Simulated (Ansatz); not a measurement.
A relaxation computed with Ansatz, from input to last step.

```yaml
crystal:
  lattice:
    - [3.0326653686, 0.0, 0.0]
    - [-1.5163326843, 2.6263652504, 0.0]
    - [0.0, 0.0, 6.0009592033]
  atoms:
    - { symbol: Ta, position: [0.3333333333, 0.6666666667, 0.0320342213] }
    - { symbol: Ta, position: [0.6666666667, 0.3333333333, 0.5320342213] }
    - { symbol: "N", position: [0.3333333333, 0.6666666667, 0.3529657787] }
    - { symbol: "N", position: [0.6666666667, 0.3333333333, 0.8529657787] }
basis:
  ecutwfc: 420
kpoints:
  mp_grid: { grid: [18, 18, 8] }
hamiltonian:
  xc: pbe
scf:
  occupations: { method: gaussian, width: 0.1 }
output:
  forces: true
  stress: true
  eigenvalues: true
relax:
  adjacent_minimum: "off"
  f_tol: 0.01
  max_steps: 30
  cell: { stress_tol: 0.1, fix: [volume] }
```

```bash
ansatz run input.yaml --threads 1 --pin off --max-ram 2560MiB --backend cpu --events-out ev --progress --plain --runs-dir out
```

These are results of DFT PBE, scalar-relativistic, plane waves, PAW in Ansatz 0.2.0, not measurements.

The volume is held at 0.91 times that of the relaxed cell.

Of 5 frames 4 are shown, positions in Å and forces in eV/Å; the SCF threshold varies from step to step. Steps run on the plane waves of an earlier cell, with a Pulay correction in the pressure. The basis is chosen afresh for the last frame, the zero of the energies, and at times for earlier ones too; energy and pressure step there, also at an unchanged geometry.

```xyz
4
Lattice="3.0327 0.0000 0.0000 -1.5163 2.6264 0.0000 0.0000 0.0000 6.0010" Properties=species:S:1:pos:R:3:forces:R:3 pbc="T T T" step=1 free_energy_over_end_meV_per_atom=1.08 pressure_GPa=27.81
Ta    0.0000    1.7509    0.1922    0.0000    0.0000   -0.0316
Ta    1.5163    0.8755    3.1927    0.0000    0.0000   -0.0316
N     0.0000    1.7509    2.1181    0.0000    0.0000    0.0316
N     1.5163    0.8755    5.1186    0.0000    0.0000    0.0316
4
Lattice="3.0215 0.0000 0.0000 -1.5107 2.6167 0.0000 0.0000 0.0000 6.0455" Properties=species:S:1:pos:R:3:forces:R:3 pbc="T T T" step=2 free_energy_over_end_meV_per_atom=0.07 pressure_GPa=27.00
Ta    0.0000    1.7445    0.1975    0.0000    0.0000    0.0652
Ta    1.5107    0.8722    3.2202    0.0000    0.0000    0.0652
N     0.0000    1.7445    2.1300    0.0000    0.0000   -0.0652
N     1.5107    0.8722    5.1528    0.0000    0.0000   -0.0652
4
Lattice="3.0204 0.0000 0.0000 -1.5102 2.6158 0.0000 0.0000 0.0000 6.0496" Properties=species:S:1:pos:R:3:forces:R:3 pbc="T T T" step=3 free_energy_over_end_meV_per_atom=0.03 pressure_GPa=26.93
Ta    0.0000    1.7439    0.1987    0.0000    0.0000    0.0349
Ta    1.5102    0.8719    3.2235    0.0000    0.0000    0.0349
N     0.0000    1.7439    2.1304    0.0000    0.0000   -0.0349
N     1.5102    0.8719    5.1552    0.0000    0.0000   -0.0349
4
Lattice="3.0201 0.0000 0.0000 -1.5100 2.6154 0.0000 0.0000 0.0000 6.0512" Properties=species:S:1:pos:R:3:forces:R:3 pbc="T T T" step=5 free_energy_over_end_meV_per_atom=0.00 pressure_GPa=26.91
Ta    0.0000    1.7436    0.1996    0.0000    0.0000   -0.0002
Ta    1.5100    0.8718    3.2252    0.0000    0.0000   -0.0002
N     0.0000    1.7436    2.1301    0.0000    0.0000    0.0002
N     1.5100    0.8718    5.1557    0.0000    0.0000    0.0002
```

The run took 61 s on 1 thread of AMD EPYC 7R43 64-Core Processor (Zen 3), with other jobs on the host, peak memory 0.56 GiB.

Spin–orbit coupling is left out, which can shift energies with elements as heavy as these.